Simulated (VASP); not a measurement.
# Al in VASP: a series of runs, part 2 of 2

VASP 6.6.1. Earlier steps stand in the parts before.

**3. Work function, PBE**

INCAR reads:

```
ALGO = Normal
EDIFF = 1E-6
ENCUT = 520
GGA = PE
ISIF = 2
ISMEAR = 1
KPAR = 2
LASPH = True
LCHARG = True
LREAL = False
LVACPOTAV = True
LVHAR = True
LWAVE = False
NELM = 80
PREC = Accurate
SIGMA = 0.1
```

KPOINTS reads:

```
k-points
0
Gamma
  11 11 1
```

POSCAR reads:

```
Al                                      
1.0
    2.9124880100      0.0000000000      0.0000000000
    0.0000000000      2.9124880100      0.0000000000
    0.0000000000      0.0000000000     26.0333183600
  Al            
     4
Direct
     1.0000000000000000    0.0000000000000000    0.3806946882691983
     0.5000000000000000    0.5000000000000000    0.4609662754894892
     0.0000000000000000    0.0000000000000000    0.5390375945105113
     0.5000000000000000    0.5000000000000000    0.6193053117308015
```

Potentials or basis: VASP PAW PBE potentials, release 64 (Al).

On the command line:

```sh
cat potpaw_PBE.64/Al/POTCAR > POTCAR
mpirun -np 2 vasp_std > vasp.out
```

OUTCAR:

```text
EDIFF = 1E-6
   ENCUT = 520
   GGA = PE
   ISIF = 2
   ISMEAR = 1
   LASPH = True
   LREAL = False
   NELM = 80
   PREC = Accurate

 ion  position               nearest neighbor table
   1  0.000  0.000  0.381-   2 2.93   2 2.93   2 2.93   2 2.93
   2  0.500  0.500  0.461-   3 2.89   3 2.89   3 2.89   3 2.89   1 2.93   1 2.93   1 2.93   1 2.93

   3  0.000  0.000  0.539-   2 2.89   2 2.89   2 2.89   2 2.89   4 2.93   4 2.93   4 2.93   4 2.93

   4  0.500  0.500  0.619-   3 2.93   3 2.93   3 2.93   3 2.93

  LATTYP: Found a simple tetragonal cell.
 ALAT       =     2.9124880100
 C/A-ratio  =     8.9385152044

  Lattice vectors:

 A1 = (   2.9124880100,   0.0000000000,   0.0000000000)
 A2 = (   0.0000000000,   2.9124880100,   0.0000000000)
 A3 = (   0.0000000000,   0.0000000000,  26.0333183600)

Analysis of symmetry for initial positions (statically):
=====================================================================
 Subroutine PRICEL returns:
 Original cell was already a primitive cell.

 Routine SETGRP: Setting up the symmetry group for a
 simple tetragonal supercell.

 Subroutine GETGRP returns: Found 16 space group operations
 (whereof  8 operations were pure point group operations)
 out of a pool of 16 trial point group operations.

The static configuration has the point symmetry C_4v.
 The point group associated with its full space group is D_4h.

Analysis of symmetry for dynamics (positions and initial velocities):
=====================================================================
 Subroutine PRICEL returns:
 Original cell was already a primitive cell.

 Routine SETGRP: Setting up the symmetry group for a
 simple tetragonal supercell.

 Subroutine GETGRP returns: Found 16 space group operations
 (whereof  8 operations were pure point group operations)
 out of a pool of 16 trial point group operations.
[... 127 lines left out ...]
   GGA     = PE    functional components
   LHFCALC =     F    Hartree Fock is set to
   AEXX    =    0.0000 exact exchange contribution
   IVDW    =     0    specifies the selected vdW correction
   LEPSILON=     F    determine dielectric tensor
   LRPA    =     F    only Hartree local field effects (RPA)
 non-spin polarized calculation
 Methfessel and Paxton  Order N= 1 SIGMA  =   0.10
  energy-cutoff  :      520.00
  volume of cell :      220.83
 maximum number of plane-waves:      6033
 NGX is ok and might be reduce to    24
   NGX = 11   NGY = 11   NGZ = 97

 number of electron      12.0000000 magnetization

 Free energy of the ion-electron system (eV)
  ---------------------------------------------------
  ext. energy  EPLUGINS =         0.00000000
  ---------------------------------------------------
  free energy    TOTEN  =       -13.89675992 eV

  energy without entropy =      -13.89809759  energy(sigma->0) =      -13.89720581

 E-fermi :  -0.5360     XC(G=0):  -3.9168

 val. band max:       -0.5530253762   @ k =   0.3636   0.0909   0.0000
 cond. band min:      -0.4639921276   @ k =   0.2727   0.0909   0.0000
 fundamental gap:      0.0890332486
 Fermi energy:        -0.5359866312

 k-point     1 :       0.0000    0.0000    0.0000
  band No.  band energies     occupation
      1     -10.8790      2.00000
      2      -9.5025      2.00000
      3      -7.4953      2.00000
      4      -4.7470      2.00000
      5      -2.4378      2.00000
      6       0.9052     -0.00000
      7       2.9008      0.00000
      8       3.7269      0.00000
      9       3.9237      0.00000
     10       5.0508      0.00000
[... 248 lines left out ...]
 k-point    21 :       0.4545    0.4545    0.0000
  band No.  band energies     occupation
      1      -3.9133      2.00000
      2      -2.8876      2.00000
      3      -2.6009      2.00000
      4      -1.6554      2.00000
      5      -1.5994      2.00000
      6      -0.7030      2.03976
      7      -0.6815      2.05916
      8      -0.2494     -0.00039
      9       0.2619     -0.00000
     10       0.6839     -0.00000

------------------------ aborting loop because EDIFF is reached ----------------------------------------

  FORCE on cell =-STRESS in cart. coord.  units (eV):
  Direction    XX          YY          ZZ          XY          YZ          ZX
  --------------------------------------------------------------------------------------
  -------------------------------------------------------------------------------------
  Total       -3.5674843     -3.5674843     -0.0512392      0.0000000      0.0000000      0.0000000
  in kB      -25.8830131    -25.8830131     -0.3717532      0.0000000      0.0000000      0.0000000
  external PRESSURE =     -17.3792598 kB  Pullay stress =       0.0000000 kB

 VOLUME and BASIS-vectors are now :
 -----------------------------------------------------------------------------
  energy-cutoff  :      520.00
  volume of cell :      220.83
      direct lattice vectors                 reciprocal lattice vectors
     2.912488010  0.000000000  0.000000000     0.343349053  0.000000000  0.000000000
     0.000000000  2.912488010  0.000000000     0.000000000  0.343349053  0.000000000
     0.000000000  0.000000000 26.033318360     0.000000000  0.000000000  0.038412314

 POSITION                                       TOTAL-FORCE (eV/Angst)
 -----------------------------------------------------------------------------------
      0.00000      0.00000      9.91075         0.000000      0.000000      0.011842
      1.45624      1.45624     12.00048         0.000000      0.000000     -0.012013
      0.00000      0.00000     14.03294         0.000000     -0.000000      0.012013
      1.45624      1.45624     16.12257         0.000000     -0.000000     -0.011842
 -----------------------------------------------------------------------------------
    total drift:                               -0.000000     -0.000000     -0.004527

  FREE ENERGIE OF THE ION-ELECTRON SYSTEM (eV)
  ---------------------------------------------------
  free  energy   TOTEN  =       -13.8967599220 eV

  energy  without entropy=      -13.8980975881  energy(sigma->0) =      -13.89720581
```

OSZICAR:

```text
N       E                     dE             d eps       ncg     rms          rms(c)
DAV:   1     0.377980079758E+02    0.37798E+02   -0.38767E+03   420   0.829E+02
DAV:   2    -0.126555771682E+02   -0.50454E+02   -0.46533E+02   656   0.113E+02
DAV:   3    -0.143515400834E+02   -0.16960E+01   -0.16485E+01   544   0.229E+01
[... 14 lines left out ...]
DAV:  18    -0.138967497464E+02   -0.35087E-05   -0.31792E-07   336   0.286E-03    0.674E-04
DAV:  19    -0.138967559979E+02   -0.62515E-05   -0.74389E-07   370   0.273E-03    0.320E-04
DAV:  20    -0.138967575421E+02   -0.15442E-05   -0.84402E-08   314   0.138E-03    0.424E-04
DAV:  21    -0.138967595487E+02   -0.20066E-05   -0.76310E-08   296   0.952E-04    0.800E-05
DAV:  22    -0.138967599220E+02   -0.37331E-06   -0.93192E-09   300   0.513E-04
   1 F= -.13896760E+02 E0= -.13897206E+02  d E =0.133767E-02
```

Run time: 42 s. Hardware: 2 MPI ranks of Intel Xeon Platinum 8259CL at 2.50GHz (Skylake/Cascade Lake), shared host; peak memory 0.32 GiB.

What came out:

```yaml
Free_energy: -13.8968 eV
Largest_force: 0.012 eV/Å
Band_gap_on_the_k_mesh: none (metal or under the smearing width)
```

Forces in eV/Å, atoms in the order of the input:
```
Al   0.000  0.000  0.012
Al   0.000  0.000 -0.012
Al   0.000  0.000  0.012
Al   0.000  0.000 -0.012
```
